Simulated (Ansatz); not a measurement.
Structure types of Nb compared at -3.3 GPa

Structure types of Nb are relaxed in primitive cells with their symmetry kept at -3.3 GPa, first on PAW files, then by LAPW. The enthalpy is E + pV at zero temperature, without zero-point motion. Only the types listed were tried, and differences under about 5 meV/atom are mesh noise.

Computed with Ansatz 0.2.0; functional PBE, scalar-relativistic. Settings: Fermi–Dirac smearing of 0.08 eV, no spin polarisation. Methods: LAPW: all electrons, basis error target 0.5 meV/atom; PAW: frozen-core files, cutoff 420 eV.

k meshes: fcc 16×16×16, bcc 16×16×16, hcp 15×15×8, diamond 12×12×12, beta tin 15×15×15, simple hexagonal 15×15×14.

**Question.** Which type is lowest in enthalpy, and by how much?

**Answer.** bcc, 283 meV/atom below hcp. The whole table:

```json
{"start type": "fcc", "ends as": "fcc, Fm-3m", "a, b, c (Å)": "4.249, 4.249, 4.249", "V (Å³/atom)": "19.17", "H − H(lowest), LAPW (meV/atom)": "311.5", "same, PAW": "311.7"}
{"start type": "bcc", "ends as": "bcc, Im-3m", "a, b, c (Å)": "3.332, 3.332, 3.332", "V (Å³/atom)": "18.50", "H − H(lowest), LAPW (meV/atom)": "0.0", "same, PAW": "0.0"}
{"start type": "hcp", "ends as": "hcp, P6_3/mmc", "a, b, c (Å)": "2.888, 2.888, 5.286", "V (Å³/atom)": "19.09", "H − H(lowest), LAPW (meV/atom)": "283.2", "same, PAW": "283.2"}
{"start type": "diamond", "ends as": "diamond, Fd-3m", "a, b, c (Å)": "6.023, 6.023, 6.023", "V (Å³/atom)": "27.31", "H − H(lowest), LAPW (meV/atom)": "2367.5", "same, PAW": "2365.7"}
{"start type": "beta tin", "ends as": "beta tin, I4_1/amd", "a, b, c (Å)": "5.239, 5.239, 2.864", "V (Å³/atom)": "19.65", "H − H(lowest), LAPW (meV/atom)": "578.1", "same, PAW": "577.5"}
{"start type": "simple hexagonal", "ends as": "simple hexagonal, P6/mmm", "a, b, c (Å)": "2.886, 2.886, 2.752", "V (Å³/atom)": "19.85", "H − H(lowest), LAPW (meV/atom)": "597.4", "same, PAW": "597.1"}
```
